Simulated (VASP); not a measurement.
A run of VASP 6.6.1 is set up as follows.

INCAR

```
SYSTEM = TiAl3
ALGO = Normal ; EDIFF = 1E-7
ENCUT = 520 ; GGA = PS
ISIF = 2 ; ISMEAR = -1
LASPH = .True. ; LCHARG = .False.
LREAL = .False. ; LWAVE = .False.
NBANDS = 18 ; NELM = 80
PREC = Accurate ; SIGMA = 0.05
```

The input KPOINTS:

```
k-points
0
Gamma
  9 6 6
  0 0 0
```

Contents of POSCAR:

```
TiAl3
1.0
    2.8396770000      0.0000000000      0.0000000000
    0.0000000000      4.6812640000      0.0000000000
    0.0000000000      0.0000000000      4.9007420000
Ti Al
1 3
Direct
    0.0000000000      0.5000000000      0.1659160000
    0.0000000000      0.0000000000      0.8359000000
    0.5000000000      0.0000000000      0.3309120000
    0.5000000000      0.5000000000      0.6672710000
```

Potentials or basis: VASP PAW PBE potentials, release 64 (Ti_sv, Al).

Launch:

```bash
$ cat potpaw_PBE.64/Ti_sv/POTCAR potpaw_PBE.64/Al/POTCAR > POTCAR
$ mpirun -np 1 vasp_std > vasp.out
```

**Question.** Estimate the pressure.

**Answer.** -2.3 GPa.

**Question.** What does it give for the band gap on the k mesh?

**Answer.** None (metal or under the smearing width).

**Question.** Estimate the largest force.

**Answer.** 0.048 eV/Å.

Forces in eV/Å, atoms in the order of the input:
```
Ti   0.000  0.000 -0.040
Al   0.000  0.000  0.048
Al   0.000  0.000  0.007
Al   0.000  0.000 -0.014
```

Caveat: the PAW data sets were made with another functional, which shifts forces and pressure a little.
